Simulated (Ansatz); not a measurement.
# A series in volume scale on FeO

All results are calculated (Ansatz 0.2.0). Free energy against uniform scaling of the volume at fixed shape and fractions; periodic cell, basis, potentials, k mesh and filling as listed.

The cell before it is scaled or strained (space group I4/mmm, No. 139):
```
FeO
1.0
      2.6369    -1.6074     0.0000
      2.6369     1.6074     0.0000
     -1.3543     0.0000     5.0969
Fe O
2 2
Direct
  0.50000 0.50000 0.50000
  0.00000 0.00000 0.00000
  0.75000 0.75000 0.25000
  0.25000 0.25000 0.75000
```

Settings of every row: functional r2SCAN; dispersion none; potentials PAW; wave cutoff 600 eV; density cutoff 2400 eV; k mesh 8x8x5; k shift 0x0x0; occupations cold; smearing width 0.1 eV; spin collinear.

Hubbard:
| element | shell | u (eV) | j (eV) |
| --- | --- | --- | --- |
| Fe | d | 2 | n/a |

Limits: state may not be the lowest; the cell comes from a prototype or a list of computed structures and needn't be the stable phase.

| row | volume scale | V (Å³/atom) | energy above lowest point (meV/atom) |
| --- | --- | --- | --- |
| 1 | 0.9406 | 10.16 | 0 |
| 2 | 0.9703 | 10.481 | 1 |
| 3 | 1 | 10.802 | 12.2 |
| 4 | 1.0297 | 11.123 | ? |
| 5 | 1.0594 | 11.443 | 59 |

Question: what energy above lowest point should row 4 give?

Worked fit of energy above lowest point. Take u = (V_r/V)^(2/3) − 1 with V_r = 10.642 Å³ an atom, which is twice the finite (Eulerian) strain; such expansions in the strain, on which the Birch-Murnaghan equation of state is built, carry the rest volume and the bulk modulus. The shown rows have u = 0.03138, 0.01021, -0.0099, -0.04723. Least squares give energy above lowest point = 5.46 − 557.3 × u + 12206 × u² meV/atom; a straight line predicts inner rows, each left out in turn, worse (root mean square 12 against 0.077 meV/atom). All shown rows lie on it to the printed digit. The withheld row has u = -0.02904, so the fit gives 5.46 − 557.3 × (-0.02904) + 12206 × (-0.02904)² = 31.9 meV/atom.

The calculation gave 31.9 meV/atom. The fit meets it to the printed digit.
